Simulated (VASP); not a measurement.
# SrTiO3 (Pm-3m) in VASP: notebook

The runs below take SrTiO3 through relaxation of cell and atoms, with PBE.

Program: VASP 6.6.1. These are calculated values, not measurements. Logs are shortened: lines on timing, memory, paths and dates and some standing lists are left out, and cuts for length are marked.

### 1 Starting point

It takes space group Pm-3m (No. 221, cubic). Conventional cell: a = 3.905 Å, b = 3.905 Å, c = 3.905 Å, α = 90.00°, β = 90.00°, γ = 90.00°. Around Sr (site symmetry m-3m) lie 12 O at 2.76 Å. Ti (site symmetry m-3m) has 6 O at 1.95 Å as nearest neighbours. O (site symmetry 4/mmm) has 2 Ti at 1.95 Å as nearest neighbours.

### 2 Relaxation of cell and atoms, PBE

Contents of INCAR:

```
PREC = Accurate
ENCUT = 600
EDIFF = 1E-6
ISMEAR = 0
SIGMA = 0.03
LREAL = False
LASPH = True
NELM = 80
ALGO = Normal
ISIF = 3
LWAVE = False
LCHARG = False
GGA = PE
IBRION = 2
NSW = 90
EDIFFG = -0.01
KPAR = 2
```

Contents of KPOINTS:

```
Automatic mesh
0
Gamma
  8 8 8
```

Contents of POSCAR:

```
SrTiO3
1.0
    3.9052800000      0.0000000000      0.0000000000
    0.0000000000      3.9052800000      0.0000000000
    0.0000000000      0.0000000000      3.9052800000
Sr Ti O
1 1 3
Direct
    0.5000000000      0.5000000000      0.5000000000
    0.0000000000      0.0000000000      0.0000000000
    0.5000000000      0.0000000000      0.0000000000
    0.0000000000      0.5000000000      0.0000000000
    0.0000000000      0.0000000000      0.5000000000
```

Potentials or basis: VASP PAW PBE potentials, release 64 (Sr_sv, Ti_sv, O).

Command:

```bash
$ cat potpaw_PBE.64/Sr_sv/POTCAR potpaw_PBE.64/Ti_sv/POTCAR potpaw_PBE.64/O/POTCAR > POTCAR
$ mpirun -np 2 vasp_std > vasp.out
```

OUTCAR:

```text
PREC = Accurate
   ENCUT = 600
   EDIFF = 1E-6
   ISMEAR = 0
   LREAL = False
   LASPH = True
   NELM = 80
   ISIF = 3
   GGA = PE
   IBRION = 2
   NSW = 90
   EDIFFG = -0.01

 ion  position               nearest neighbor table
   1  0.500  0.500  0.500-   3 2.76   4 2.76   5 2.76   3 2.76   4 2.76   3 2.76   5 2.76   3 2.76
                             4 2.76   5 2.76   4 2.76   5 2.76   2 3.38   2 3.38   2 3.38   2 3.38
   2  0.000  0.000  0.000-   3 1.95   4 1.95   5 1.95   5 1.95   4 1.95   3 1.95   1 3.38   1 3.38
                             1 3.38   1 3.38   1 3.38   1 3.38   1 3.38   1 3.38
   3  0.500  0.000  0.000-   2 1.95   2 1.95   1 2.76   1 2.76   1 2.76   1 2.76
   4  0.000  0.500  0.000-   2 1.95   2 1.95   1 2.76   1 2.76   1 2.76   1 2.76
   5  0.000  0.000  0.500-   2 1.95   2 1.95   1 2.76   1 2.76   1 2.76   1 2.76

  LATTYP: Found a simple cubic cell.
 ALAT       =     3.9052800000

  Lattice vectors:

 A1 = (   3.9052800000,   0.0000000000,   0.0000000000)
 A2 = (   0.0000000000,   3.9052800000,   0.0000000000)
 A3 = (   0.0000000000,   0.0000000000,   3.9052800000)

Analysis of symmetry for initial positions (statically):
=====================================================================
 Subroutine PRICEL returns:
 Original cell was already a primitive cell.

 Routine SETGRP: Setting up the symmetry group for a
 simple cubic supercell.

 Subroutine GETGRP returns: Found 48 space group operations
 (whereof 48 operations were pure point group operations)
 out of a pool of 48 trial point group operations.

The static configuration has the point symmetry O_h .

Analysis of symmetry for dynamics (positions and initial velocities):
=====================================================================
 Subroutine PRICEL returns:
 Original cell was already a primitive cell.

 Routine SETGRP: Setting up the symmetry group for a
 simple cubic supercell.

 Subroutine GETGRP returns: Found 48 space group operations
 (whereof 48 operations were pure point group operations)
 out of a pool of 48 trial point group operations.

The dynamic configuration has the point symmetry O_h .

 Subroutine INISYM returns: Found 48 space group operations
 (whereof 48 operations are pure point group operations),
 and found     1 'primitive' translations

----------------------------------------------------------------------------------------

                                     Primitive cell

  volume of cell :      59.5603

  direct lattice vectors                    reciprocal lattice vectors
[... 106 lines left out ...]
   EMIN   =  10.00;   EMAX   =-10.00  energy-range for DOS
   EFERMI =   0.00;   METHOD = LEGACY
   ISMEAR =     0;   SIGMA  =   0.03  broadening in eV -4-tet -1-fermi 0-gaus
   EFERMI_NEDOS =   21; number of points for ismear=-14 and -15
   IALGO  =     38    algorithm
   IMIX   =      4    mixing-type and parameters
     AMIX     =   0.40;   BMIX     =  1.00
     AMIX_MAG =   1.60;   BMIX_MAG =  1.00
  volume/ion in A,a.u.               =      11.91        80.39
  Fermi-wavevector in a.u.,A,eV,Ry     =   1.433648  2.709203 27.964703  2.055348
  Thomas-Fermi vector in A             =   2.553143
   LORBIT       =      0    0 simple, 1 ext, 2 COOP (PROOUT), +10 PAW based schemes
   GGA     = PE    functional components
   LHFCALC =     F    Hartree Fock is set to
   AEXX    =    0.0000 exact exchange contribution
   IVDW    =     0    specifies the selected vdW correction
   LEPSILON=     F    determine dielectric tensor
   LRPA    =     F    only Hartree local field effects (RPA)
 conjugate gradient relaxation of ions
 non-spin polarized calculation
 Gauss-broadening in eV      SIGMA  =   0.03
  energy-cutoff  :      600.00
  volume of cell :       59.56
 maximum number of plane-waves:      2008
 NGX is ok and might be reduce to    32
   NGX = 15   NGY = 15   NGZ = 15

--------------------------------------- Ionic step        1  -------------------------------------------

 number of electron      39.9999979 magnetization

 Free energy of the ion-electron system (eV)
  ---------------------------------------------------
  ext. energy  EPLUGINS =         0.00000000
  ---------------------------------------------------
  free energy    TOTEN  =       -40.08373149 eV

  energy without entropy =      -40.08373149  energy(sigma->0) =      -40.08373149

------------------------ aborting loop because EDIFF is reached ----------------------------------------

  FORCE on cell =-STRESS in cart. coord.  units (eV):
  Direction    XX          YY          ZZ          XY          YZ          ZX
  --------------------------------------------------------------------------------------
  -------------------------------------------------------------------------------------
  Total        1.7434942      1.7434942      1.7434942      0.0000000      0.0000000     -0.0000000
  in kB       46.9001851     46.9001851     46.9001851      0.0000000      0.0000000     -0.0000000
  external PRESSURE =      46.9001851 kB  Pullay stress =       0.0000000 kB
[... 65 lines left out ...]
--------------------------------------- Ionic step        3  -------------------------------------------

 number of electron      39.9999974 magnetization

 Free energy of the ion-electron system (eV)
  ---------------------------------------------------
  ext. energy  EPLUGINS =         0.00000000
  ---------------------------------------------------
  free energy    TOTEN  =       -40.10690156 eV

  energy without entropy =      -40.10690156  energy(sigma->0) =      -40.10690156

 E-fermi :   4.1502     XC(G=0): -11.1291

 val. band max:        3.9456697413   @ k =   0.5000   0.5000   0.5000
 cond. band min:       5.7522739016   @ k =   0.0000   0.0000   0.0000
 fundamental gap:      1.8066041603
 Fermi energy:         4.1502352540

 k-point     1 :       0.0000    0.0000    0.0000
  band No.  band energies     occupation
      1     -52.6285      2.00000
      2     -28.9272      2.00000
      3     -28.8580      2.00000
      4     -28.8580      2.00000
      5     -28.8580      2.00000
      6     -13.3848      2.00000
[... 637 lines left out ...]
     23       7.9468      0.00000
     24       9.4598      0.00000

 [... further k-points ...]

------------------------ aborting loop because EDIFF is reached ----------------------------------------

  FORCE on cell =-STRESS in cart. coord.  units (eV):
  Direction    XX          YY          ZZ          XY          YZ          ZX
  --------------------------------------------------------------------------------------
  -------------------------------------------------------------------------------------
  Total       -0.0063925     -0.0063925     -0.0063925      0.0000000     -0.0000000      0.0000000
  in kB       -0.1674262     -0.1674262     -0.1674262      0.0000000     -0.0000000      0.0000000
  external PRESSURE =      -0.1674262 kB  Pullay stress =       0.0000000 kB
[... 20 lines left out ...]
  FREE ENERGIE OF THE ION-ELECTRON SYSTEM (eV)
  ---------------------------------------------------
  free  energy   TOTEN  =       -40.1069015645 eV

  energy  without entropy=      -40.1069015645  energy(sigma->0) =      -40.10690156

 reached required accuracy - stopping structural energy minimisation
```

OSZICAR:

```text
N       E                     dE             d eps       ncg     rms          rms(c)
DAV:   1     0.467487842390E+03    0.46749E+03   -0.23073E+04  1680   0.200E+03
DAV:   2    -0.483712749166E+00   -0.46797E+03   -0.45962E+03  2032   0.517E+02
DAV:   3    -0.479505614217E+02   -0.47467E+02   -0.45005E+02  2064   0.154E+02
[... 32 lines left out ...]
DAV:   6    -0.401064756420E+02   -0.96037E-03   -0.17013E-03  2392   0.233E-01    0.134E-01
DAV:   7    -0.401068679528E+02   -0.39231E-03   -0.84117E-04  2528   0.199E-01    0.180E-02
DAV:   8    -0.401068980882E+02   -0.30135E-04   -0.18995E-04  2776   0.694E-02    0.125E-02
DAV:   9    -0.401069009051E+02   -0.28170E-05   -0.84157E-06  2216   0.211E-02    0.580E-03
DAV:  10    -0.401069015645E+02   -0.65939E-06   -0.92327E-07  1096   0.781E-03
   3 F= -.40106902E+02 E0= -.40106902E+02  d E =-.231701E-01
```

Wall time 93 s (2 MPI ranks of AMD EPYC 7R43 (Zen 3), shared host); peak memory 0.2 GiB.

Results:

```
Free energy                            : -40.1069 eV
Relaxed volume                         : 12.23 Å³/atom
Relaxed cell                           : a = 3.940 Å, b = 3.940 Å, c = 3.940 Å, α = 90.00°, β = 90.00°, γ = 90.00°
Space group after relaxing (to 0.05 Å) : Pm-3m (No. 221)
Energy gained by relaxing              : 4.6 meV/atom
Ionic steps                            : 3
Pressure after relaxing                : 0.0 GPa
Band gap on the k mesh                 : 1.81 eV, indirect (least direct gap 2.18 eV)
```

Step by step:
```tsv
step	energy change (eV)	largest force (eV/Å)	pressure (GPa)	volume (Å³)
1	0.0000	0.0000	4.69	59.56
2	-0.0057	0.0000	-3.75	62.62
3	-0.0232	0.0000	-0.02	61.17
```

Final structure:
```
Sr Ti O
1.0
     3.94020    0.00000    0.00000
     0.00000    3.94020    0.00000
     0.00000    0.00000    3.94020
Sr Ti O
1 1 3
Direct
  0.50000 0.50000 0.50000
  0.00000 0.00000 0.00000
  0.50000 0.00000 0.00000
  0.00000 0.50000 0.00000
  0.00000 0.00000 0.50000
```

Levels at points of the mesh, in eV from the valence-band top:
```
           k point  band 18  band 19  band 20  band 21  band 22  band 23
(0.00, 0.00, 0.00)    -0.37    -0.37    -0.37     1.81     1.81     1.81
(0.50, 0.00, 0.00)    -1.90    -0.73    -0.73     1.96     3.64     3.64
(0.50, 0.50, 0.00)    -1.54    -1.54    -0.09     3.65     3.65     4.09
(0.50, 0.50, 0.50)     0.00     0.00     0.00     4.29     4.29     4.29
```

### 3 Relaxation of cell and atoms, PBE

This run uses another cell than the first one, of 12.23 Å³/atom, 1.027 times its volume.

Changes to INCAR since step 2:

```diff
@@ -2,3 +2,3 @@
 ENCUT = 600
-EDIFF = 1E-6
+EDIFF = 1E-7
 ISMEAR = 0
@@ -15,3 +15,3 @@
 NSW = 90
-EDIFFG = -0.01
+EDIFFG = -0.005
 KPAR = 2
```

KPOINTS is that of step 2.

Contents of POSCAR:

```
SrTiO3                                  
1.0
    3.9402048289     -0.0000000000     -0.0000000000
    0.0000000000      3.9402048289      0.0000000000
    0.0000000000      0.0000000000      3.9402048289
  Sr              Ti              O             
     1     1     3
Direct
     0.5000000000000000    0.5000000000000000    0.5000000000000000
     0.0000000000000000    0.0000000000000000    0.0000000000000000
     0.5000000000000000    0.0000000000000000    0.0000000000000000
     0.0000000000000000    0.5000000000000000    0.0000000000000000
     0.0000000000000000    0.0000000000000000    0.5000000000000000
```

Potentials or basis: VASP PAW PBE potentials, release 64 (Sr_sv, Ti_sv, O).

Command:

```bash
$ cat potpaw_PBE.64/Sr_sv/POTCAR potpaw_PBE.64/Ti_sv/POTCAR potpaw_PBE.64/O/POTCAR > POTCAR
$ mpirun -np 2 vasp_std > vasp.out
```

It took 48 s on 2 MPI ranks of AMD EPYC 7R43 (Zen 3), shared host; peak memory 0.19 GiB.

It converged, with:

| Item | Value |
| --- | --- |
| Free energy | -40.1103 eV |
| Pressure after relaxing | -0.1 GPa |
| Band gap on the k mesh | 1.81 eV, indirect (least direct gap 2.18 eV) |

Final structure:
```
Sr Ti O
1.0
     3.94020    0.00000    0.00000
     0.00000    3.94020    0.00000
     0.00000    0.00000    3.94020
Sr Ti O
1 1 3
Direct
  0.50000 0.50000 0.50000
  0.00000 0.00000 0.00000
  0.50000 0.00000 0.00000
  0.00000 0.50000 0.00000
  0.00000 0.00000 0.50000
```

Levels at points of the mesh, in eV from the valence-band top:
```
           k point  band 16  band 17  band 18  band 19  band 20  band 21  band 22  band 23  band 24
(0.00, 0.00, 0.00)    -1.13    -1.13    -0.37    -0.37    -0.37     1.81     1.81     1.81     4.12
(0.50, 0.00, 0.00)    -2.29    -2.29    -1.90    -0.73    -0.73     1.96     3.64     3.64     4.13
(0.50, 0.50, 0.00)    -2.76    -1.74    -1.54    -1.54    -0.09     3.65     3.65     4.09     5.05
(0.50, 0.50, 0.50)    -3.66    -3.66     0.00     0.00     0.00     4.29     4.29     4.29     6.84
```

Caveat: the relaxation stopped at its first step, so nothing moved.
